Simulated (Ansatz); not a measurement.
Rough cost of magnetic runs on Cu (Cmcm) in Ansatz 0.2.0, 1 thread of Arm Neoverse V2, on a shared host.

```yaml
crystal:
  lattice:
    - [1.21846, -3.97638, 0.00000]
    - [1.21846, 3.97638, 0.00000]
    - [0.00000, 0.00000, 2.47550]
  atoms:
    - { symbol: Cu, position: [0.13387, 0.86613, 0.25000] }
    - { symbol: Cu, position: [0.86613, 0.13387, 0.75000] }
```

| run | functional, mesh | k points solved | bands | iterations | wall time (s) | peak memory (GiB) |
| --- | --- | --- | --- | --- | --- | --- |
| AE-PAW: total moment held at 1.8 μB | PBE, 14×14×13 | 399 | 24 | 14 | 120 | 1.3 |
| PAW: field of 500 T on the spins | PBE, 14×14×13 | 399 | 24 | 15 | 39 | 0.57 |
| LAPW: field of 1000 T on the spins | PBE, 14×14×13 | 399 | 24 | 13 | 220 | 1.6 |
| LAPW: total moment held at 2.4 μB | PBE, 14×14×13 | 399 | 25 | 9 | 180 | 1.6 |
| LAPW: total moment held at 1.8 μB | PBE, 14×14×13 | 399 | 24 | 9 | 190 | 1.6 |
| PAW: total moment held at 0.4 μB | PBE, 14×14×13 | 399 | 24 | 9 | 30 | 0.57 |
| LAPW: total moment held at 0.8 μB | PBE, 14×14×13 | 399 | 24 | 9 | 180 | 1.6 |
| PAW: free moments from the typed start | PBE, 14×14×13 | 399 | 24 | 14 | 51 | 0.55 |
| PAW: total moment held at 0 μB | PBE, 14×14×13 | 399 | 23 | 9 | 14 | 0.52 |

Question: Roughly how much dearer is an iteration by LAPW than by PAW among the runs with the first row's mesh and spin treatment (collinear)?

Answer: About 7 times (medians of wall time over iterations; times from a shared host are rough).
